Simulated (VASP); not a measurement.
Ca under changes of volume

One of the cells (43.309 Å³/atom); the others are scaled copies at fixed shape and fractional positions:

```xyz
1
Lattice="3.5118 0.0000 0.0000 0.0000 3.5118 0.0000 0.0000 0.0000 3.5118" Properties=species:S:1:pos:R:3 pbc="T T T"
Ca    0.0000    0.0000    0.0000
```

This isn't the form of Ca at room conditions, which is fcc.

```yaml
Program: VASP 6.6.1
Functional: PBE
Potentials_or_basis: VASP PAW PBE potentials, release 64 (Ca_sv)
Cutoff: 520 eV
k_mesh: 8 × 8 × 8
Occupations: fermi-dirac, width 0.05 eV
Spin: no spin polarisation
```

| volume (Å³/atom) | energy over the lowest point (meV/atom) | pressure (GPa) |
| --- | --- | --- |
| 39.912 | 14.78 | 1.1 |
| 40.761 | 9.74 | 0.9 |
| 41.610 | 5.83 | 0.6 |
| 43.309 | 0.93 | 0.2 |
| 44.158 | 0.00 | 0.0 |
| 45.007 | ? | ? |

What does the run at 45.007 Å³/atom give?

Energy over the lowest point 0.14 meV/atom; pressure -0.2 GPa.

Worked out: A Birch-Murnaghan fit of order 3 (a polynomial in V^(-2/3)) to the other rows has its minimum at 44.59 Å³/atom, just outside them, with B0 = V·E''(V) = 9.2 GPa (rough, since the energies scatter). It gives -0.01 meV/atom at 45.007 Å³/atom, against the run's 0.14, and -dE/dV = -0.1 GPa, against -0.2.

Energies are extrapolated to zero smearing.
